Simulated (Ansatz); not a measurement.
# Ag: the cost of one run

Method: DFT PBE, scalar-relativistic, plane waves, PAW, in Ansatz 0.2.0.

This is Ag in the hcp structure; at room conditions it is fcc.

**1. The system as given**

The structure is hexagonal, space group P6_3/mmc (No. 194). The conventional cell has a = 2.930 Å, b = 2.930 Å, c = 4.790 Å, α = 90.00°, β = 90.00°, γ = 120.00°. Ag (site symmetry -6m2) has 12 Ag at 2.93 Å as nearest neighbours.

As a file:

```cif
data_structure
_symmetry_space_group_name_H-M 'P 1'
_symmetry_Int_Tables_number 1
_cell_length_a 2.9300
_cell_length_b 2.9300
_cell_length_c 4.7900
_cell_angle_alpha 90.000
_cell_angle_beta 90.000
_cell_angle_gamma 120.000
_cell_volume 35.61
loop_
_atom_site_label
_atom_site_type_symbol
_atom_site_fract_x
_atom_site_fract_y
_atom_site_fract_z
_atom_site_occupancy
Ag1 Ag 0.33333 0.66667 0.25000 1
Ag2 Ag 0.66667 0.33333 0.75000 1
```

The structure comes from the Crystallography Open Database.

(A quick probe on a coarse mesh, which set the mesh and smearing, is not shown.)

**3. The relaxation**

File input.yaml:

```yaml
crystal:
  lattice:
    - [2.93, 0.0, 0.0]
    - [-1.465, 2.5374544331, 0.0]
    - [0.0, 0.0, 4.79]
  atoms:
    - { symbol: Ag, position: [0.3333333333, 0.6666666667, 0.25] }
    - { symbol: Ag, position: [0.6666666667, 0.3333333333, 0.75] }
basis:
  ecutwfc: 420
kpoints:
  mp_grid: { grid: [18, 18, 10] }
hamiltonian:
  xc: pbe
scf:
  occupations: { method: gaussian, width: 0.1 }
output:
  forces: true
  stress: true
  eigenvalues: true
relax:
  adjacent_minimum: "off"
  f_tol: 0.005
  max_steps: 80
  cell: { stress_tol: 0.05 }
```

The run is started by

```
$ ansatz run input.yaml --threads 1 --pin off --max-ram 2560MiB --backend cpu --events-out ev --progress --plain --runs-dir out
```

What time and memory should one allow on 1 thread of Arm Neoverse V1, shared host?

About 35 s, with a peak of 0.41 GiB.
